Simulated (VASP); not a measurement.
# AlP (F-43m) in VASP: notebook

Runs on AlP. Level: PBE. Tasks: relaxation of cell and atoms.

All numbers are computed with VASP 6.6.1; they aren't measurements. Logs are shortened: lines on timing, memory, paths and dates and some standing lists are left out, and cuts for length are marked.

## 1. Starting point

Symmetry: F-43m, No. 216, cubic system. The conventional cell has a = 5.473 Å, b = 5.473 Å, c = 5.473 Å, α = 90.00°, β = 90.00°, γ = 90.00°. Al (site symmetry -43m) is surrounded by 4 P at 2.37 Å. P (site symmetry -43m) has 4 Al at 2.37 Å as nearest neighbours.

The cell is a database's computed one.

## 2. Relaxation of cell and atoms, PBE

Contents of INCAR:

```
PREC = Accurate
ENCUT = 600
EDIFF = 1E-6
ISMEAR = 0
SIGMA = 0.02
LREAL = F
LASPH = T
NELM = 120
ALGO = Normal
ISIF = 3
LWAVE = F
LCHARG = F
GGA = PE
IBRION = 2
NSW = 80
EDIFFG = -0.005
KPAR = 2
```

Contents of KPOINTS:

```
regular mesh
0
Gamma
  10 10 10
```

Contents of POSCAR:

```
AlP
1.0
    0.0000000000      2.7364837000      2.7364837000
    2.7364837000      0.0000000000      2.7364837000
    2.7364837000      2.7364837000      0.0000000000
Al P
1 1
Direct
    0.0000000000      0.0000000000      0.0000000000
    0.2500000000      0.2500000000      0.2500000000
```

Potentials or basis: VASP PAW PBE potentials, release 64 (Al, P).

Run with:

```sh
> cat potpaw_PBE.64/Al/POTCAR potpaw_PBE.64/P/POTCAR > POTCAR
> mpirun -np 2 vasp_std > vasp.out
```

OUTCAR:

```text
PREC = Accurate
   ENCUT = 600
   EDIFF = 1E-6
   ISMEAR = 0
   LREAL = F
   LASPH = T
   NELM = 120
   ISIF = 3
   GGA = PE
   IBRION = 2
   NSW = 80
   EDIFFG = -0.005

 ion  position               nearest neighbor table
   1  0.000  0.000  0.000-   2 2.37   2 2.37   2 2.37   2 2.37
   2  0.250  0.250  0.250-   1 2.37   1 2.37   1 2.37   1 2.37

  LATTYP: Found a face centered cubic cell.
 ALAT       =     5.4729674000

  Lattice vectors:

 A1 = (   0.0000000000,   2.7364837000,   2.7364837000)
 A2 = (   2.7364837000,   0.0000000000,   2.7364837000)
 A3 = (   2.7364837000,   2.7364837000,   0.0000000000)

Analysis of symmetry for initial positions (statically):
=====================================================================
 Subroutine PRICEL returns:
 Original cell was already a primitive cell.

 Routine SETGRP: Setting up the symmetry group for a
 face centered cubic supercell.

 Subroutine GETGRP returns: Found 24 space group operations
 (whereof 24 operations were pure point group operations)
 out of a pool of 48 trial point group operations.

The static configuration has the point symmetry T_d .

Analysis of symmetry for dynamics (positions and initial velocities):
=====================================================================
 Subroutine PRICEL returns:
 Original cell was already a primitive cell.

 Routine SETGRP: Setting up the symmetry group for a
 face centered cubic supercell.

 Subroutine GETGRP returns: Found 24 space group operations
 (whereof 24 operations were pure point group operations)
 out of a pool of 48 trial point group operations.

The dynamic configuration has the point symmetry T_d .

 Subroutine INISYM returns: Found 24 space group operations
 (whereof 24 operations are pure point group operations),
 and found     1 'primitive' translations

----------------------------------------------------------------------------------------

                                     Primitive cell

  volume of cell :      40.9835

  direct lattice vectors                    reciprocal lattice vectors
     0.000000000  2.736483700  2.736483700    -0.182716235  0.182716235  0.182716235
     2.736483700  0.000000000  2.736483700     0.182716235 -0.182716235  0.182716235
     2.736483700  2.736483700  0.000000000     0.182716235  0.182716235 -0.182716235

  length of vectors
     3.869972362  3.869972362  3.869972362     0.316473803  0.316473803  0.316473803

  position of ions in fractional coordinates (direct lattice)
     0.000000000  0.000000000  0.000000000
     0.250000000  0.250000000  0.250000000

  ion indices of the primitive-cell ions
   primitive index   ion index
                 1           1
                 2           2

----------------------------------------------------------------------------------------

 KPOINTS: regular mesh

Automatic generation of k-mesh.
 Grid dimensions read from file:
 generate k-points for:   10   10   10

 Generating k-lattice:

  Cartesian coordinates                     Fractional coordinates (reciprocal lattice)
    -0.018271624  0.018271624  0.018271624     0.100000000  0.000000000  0.000000000
     0.018271624 -0.018271624  0.018271624     0.000000000  0.100000000  0.000000000
     0.018271624  0.018271624 -0.018271624     0.000000000  0.000000000  0.100000000

  Length of vectors
     0.031647380  0.031647380  0.031647380

  Shift w.r.t. Gamma in fractional coordinates (k-lattice)
     0.000000000  0.000000000  0.000000000

 Subroutine IBZKPT returns following result:
 ===========================================

 Found     47 irreducible k-points:

 Following reciprocal coordinates:
            Coordinates               Weight
  0.000000  0.000000  0.000000      1.000000
  0.100000  0.000000  0.000000      8.000000
  0.200000  0.000000  0.000000      8.000000
  0.300000  0.000000  0.000000      8.000000
  0.400000  0.000000  0.000000      8.000000
  0.500000  0.000000  0.000000      4.000000
[... 16 lines left out ...]
  0.300000  0.300000  0.000000      6.000000
  0.400000  0.300000  0.000000     24.000000
 [... further k-points ...]
   k-points           NKPTS =     47   k-points in BZ     NKDIM =     47   number of bands    NBANDS=      8
   number of dos      NEDOS =    301   number of ions     NIONS =      2
   total plane-waves  NPLWV =  32768
   dimension x,y,z NGX =    32 NGY =   32 NGZ =   32
   dimension x,y,z NGXF=    64 NGYF=   64 NGZF=   64
   ions per type =               1   1
   NGX,Y,Z   is equivalent  to a cutoff of  13.75, 13.75, 13.75 a.u.
   NGXF,Y,Z  is equivalent  to a cutoff of  27.49, 27.49, 27.49 a.u.
 SYSTEM =  unknown system
   PREC   = accura    normal or accurate (medium, high low for compatibility)
   ISTART =      0    job   : 0-new  1-cont  2-samecut
   ICHARG =      2    charge: 1-file 2-atom 10-const
   ISPIN  =      1    spin polarized calculation?
   LNONCOLLINEAR =      F non collinear calculations
   LSORBIT =      F    spin-orbit coupling
   LASPH  =      T    aspherical Exc in radial PAW
   ENCUT  =  600.0 eV  44.10 Ry    6.64 a.u.   7.73  7.73  7.73*2*pi/ulx,y,z
   NELM   =    120;   NELMIN=  2; NELMDL= -5     # of ELM steps
   EDIFF  = 0.1E-05   stopping-criterion for ELM
   LREAL  =      F    real-space projection
   EDIFFG = -.5E-02   stopping-criterion for IOM
   NSW    =     80    number of steps for IOM
   IBRION =      2    ionic relax: 0-MD 1-quasi-New 2-CG
   NFREE  =      1    steps in history (QN), initial steepest desc. (CG)
   ISIF   =      3    stress and relaxation
   ISYM   =      2    0-nonsym 1-usesym 2-fastsym
   POTIM  = 0.5000    time-step for ionic-motion
   TEBEG  =    0.0;   TEEND  =   0.0 temperature during run
   PSTRESS=    0.0 pullay stress
   NELECT =       8.0000    total number of electrons
   NUPDOWN=      -1.0000    fix difference up-down
   EMIN   =  10.00;   EMAX   =-10.00  energy-range for DOS
   EFERMI =   0.00;   METHOD = LEGACY
   ISMEAR =     0;   SIGMA  =   0.02  broadening in eV -4-tet -1-fermi 0-gaus
   EFERMI_NEDOS =   21; number of points for ismear=-14 and -15
   IALGO  =     38    algorithm
   IMIX   =      4    mixing-type and parameters
     AMIX     =   0.40;   BMIX     =  1.00
     AMIX_MAG =   1.60;   BMIX_MAG =  1.00
  volume/ion in A,a.u.               =      20.49       138.29
  Fermi-wavevector in a.u.,A,eV,Ry     =   0.949661  1.794599 12.270497  0.901856
  Thomas-Fermi vector in A             =   2.077965
   LORBIT       =      0    0 simple, 1 ext, 2 COOP (PROOUT), +10 PAW based schemes
   GGA     = PE    functional components
   LHFCALC =     F    Hartree Fock is set to
   AEXX    =    0.0000 exact exchange contribution
   IVDW    =     0    specifies the selected vdW correction
   LEPSILON=     F    determine dielectric tensor
   LRPA    =     F    only Hartree local field effects (RPA)
 conjugate gradient relaxation of ions
 non-spin polarized calculation
 Gauss-broadening in eV      SIGMA  =   0.02
  energy-cutoff  :      600.00
  volume of cell :       40.98
 maximum number of plane-waves:      1387
   NGX = 15   NGY = 15   NGZ = 15

--------------------------------------- Ionic step        1  -------------------------------------------

 number of electron       8.0000000 magnetization

 Free energy of the ion-electron system (eV)
  ---------------------------------------------------
  ext. energy  EPLUGINS =         0.00000000
  ---------------------------------------------------
  free energy    TOTEN  =       -10.37438122 eV

  energy without entropy =      -10.37438122  energy(sigma->0) =      -10.37438122

------------------------ aborting loop because EDIFF is reached ----------------------------------------

  FORCE on cell =-STRESS in cart. coord.  units (eV):
  Direction    XX          YY          ZZ          XY          YZ          ZX
  --------------------------------------------------------------------------------------
  -------------------------------------------------------------------------------------
  Total        0.3944029      0.3944029      0.3944029      0.0000000      0.0000000      0.0000000
  in kB       15.4185001     15.4185001     15.4185001      0.0000000      0.0000000      0.0000000
  external PRESSURE =      15.4185001 kB  Pullay stress =       0.0000000 kB
[... 57 lines left out ...]
  energy  without entropy=      -10.3767083589  energy(sigma->0) =      -10.37670836

--------------------------------------- Ionic step        3  -------------------------------------------

 number of electron       7.9999999 magnetization

 Free energy of the ion-electron system (eV)
  ---------------------------------------------------
  ext. energy  EPLUGINS =         0.00000000
  ---------------------------------------------------
  free energy    TOTEN  =       -10.37788564 eV

  energy without entropy =      -10.37788564  energy(sigma->0) =      -10.37788564

 E-fermi :   4.4361     XC(G=0):  -9.1120

 val. band max:        4.3530000210   @ k =   0.0000   0.0000   0.0000
 cond. band min:       5.9816729650   @ k =   0.5000   0.5000   0.0000
 fundamental gap:      1.6286729440
 Fermi energy:         4.4360716663

 k-point     1 :       0.0000    0.0000    0.0000
  band No.  band energies     occupation
      1      -7.0103      2.00000
      2       4.3530      2.00000
      3       4.3530      2.00000
      4       4.3530      2.00000
      5       7.4459      0.00000
      6       8.8798      0.00000
      7       8.8798      0.00000
      8       8.8798      0.00000
[... 243 lines left out ...]
 k-point    24 :       0.4000    0.3000    0.0000
  band No.  band energies     occupation
      1      -5.4164      2.00000
      2       0.1057      2.00000
      3       2.3428      2.00000
      4       2.6545      2.00000
      5       6.7635      0.00000
      6       7.7995      0.00000
      7      12.2006      0.00000
      8      12.4984      0.00000

 [... further k-points ...]

------------------------ aborting loop because EDIFF is reached ----------------------------------------

  FORCE on cell =-STRESS in cart. coord.  units (eV):
  Direction    XX          YY          ZZ          XY          YZ          ZX
  --------------------------------------------------------------------------------------
  -------------------------------------------------------------------------------------
  Total        0.0016010      0.0016010      0.0016010     -0.0000000      0.0000000      0.0000000
  in kB        0.0614757      0.0614757      0.0614757     -0.0000000      0.0000000      0.0000000
  external PRESSURE =       0.0614757 kB  Pullay stress =       0.0000000 kB
[... 17 lines left out ...]
  FREE ENERGIE OF THE ION-ELECTRON SYSTEM (eV)
  ---------------------------------------------------
  free  energy   TOTEN  =       -10.3778856440 eV

  energy  without entropy=      -10.3778856440  energy(sigma->0) =      -10.37788564

 reached required accuracy - stopping structural energy minimisation
```

It took 15 s on 2 MPI ranks of Intel Xeon Platinum 8488C (Sapphire Rapids), shared host; peak memory 0.17 GiB.

What came out:

* Free energy: -10.3779 eV
* Relaxed volume: 20.86 Å³/atom
* Relaxed cell: a = 3.893 Å, b = 3.893 Å, c = 3.893 Å, α = 60.00°, β = 60.00°, γ = 60.00°
* Space group after relaxing (to 0.05 Å): F-43m (No. 216)
* Energy gained by relaxing: 1.8 meV/atom
* Ionic steps: 3
* Pressure after relaxing: 0.0 GPa
* Band gap on the k mesh: 1.63 eV, indirect (least direct gap 3.09 eV)

Step by step:
| step | energy change (eV) | largest force (eV/Å) | pressure (GPa) | volume (Å³) |
| --- | --- | --- | --- | --- |
| 1 | 0.0000 | 0.0000 | 1.54 | 40.98 |
| 2 | -0.0023 | 0.0000 | -0.85 | 42.16 |
| 3 | -0.0035 | 0.0000 | 0.01 | 41.72 |

Final structure:
```
Al P
1.0
     0.00000    2.75287    2.75287
     2.75287    0.00000    2.75287
     2.75287    2.75287    0.00000
Al P
1 1
Direct
  0.00000 0.00000 0.00000
  0.25000 0.25000 0.25000
```

Levels at points of the mesh, in eV from the valence-band top:
| k point | band 1 | band 2 | band 3 | band 4 | band 5 | band 6 | band 7 | band 8 |
| --- | --- | --- | --- | --- | --- | --- | --- | --- |
| (0.00, 0.00, 0.00) | -11.36 | 0.00 | 0.00 | 0.00 | 3.09 | 4.53 | 4.53 | 4.53 |
| (0.50, 0.00, 0.00) | -9.75 | -5.42 | -0.75 | -0.75 | 2.72 | 4.81 | 4.81 | 8.21 |
| (0.50, 0.50, 0.00) | -9.11 | -5.22 | -2.05 | -2.05 | 1.63 | 2.48 | 10.86 | 10.86 |

## 3. Relaxation of cell and atoms, PBE

This run uses another cell than the first one, of 20.86 Å³/atom, 1.018 times its volume.

INCAR is that of step 2.

KPOINTS is that of step 2.

Contents of POSCAR:

```
AlP                                     
1.0
   -0.0000000000      2.7528708547      2.7528708547
    2.7528708547      0.0000000000      2.7528708547
    2.7528708547      2.7528708547      0.0000000000
  Al              P             
     1     1
Direct
     0.0000000000000000    0.0000000000000000    0.0000000000000000
     0.2500000000000000    0.2500000000000000    0.2500000000000000
```

Potentials or basis: VASP PAW PBE potentials, release 64 (Al, P).

Run with:

```sh
> cat potpaw_PBE.64/Al/POTCAR potpaw_PBE.64/P/POTCAR > POTCAR
> mpirun -np 2 vasp_std > vasp.out
```

Run time: 7 s. Hardware: 2 MPI ranks of Intel Xeon Platinum 8488C (Sapphire Rapids), shared host; peak memory 0.17 GiB.

The run converged. Its results:

* Free energy: -10.3779 eV
* Pressure after relaxing: 0.0 GPa
* Band gap on the k mesh: 1.63 eV, indirect (least direct gap 3.09 eV)

Final structure:
```
Al P
1.0
     0.00000    2.75287    2.75287
     2.75287    0.00000    2.75287
     2.75287    2.75287    0.00000
Al P
1 1
Direct
  0.00000 0.00000 0.00000
  0.25000 0.25000 0.25000
```

Levels at points of the mesh, in eV from the valence-band top:
```
           k point  band 1  band 2  band 3  band 4  band 5  band 6  band 7  band 8
(0.00, 0.00, 0.00)  -11.36    0.00    0.00    0.00    3.09    4.53    4.53    4.53
(0.50, 0.00, 0.00)   -9.75   -5.42   -0.75   -0.75    2.72    4.81    4.81    8.21
(0.50, 0.50, 0.00)   -9.11   -5.22   -2.05   -2.05    1.63    2.47   10.86   10.86
```

Caveat: the relaxation stopped at its first step, so nothing moved. PBE gaps usually lie below the measured ones, often by a third to a half.
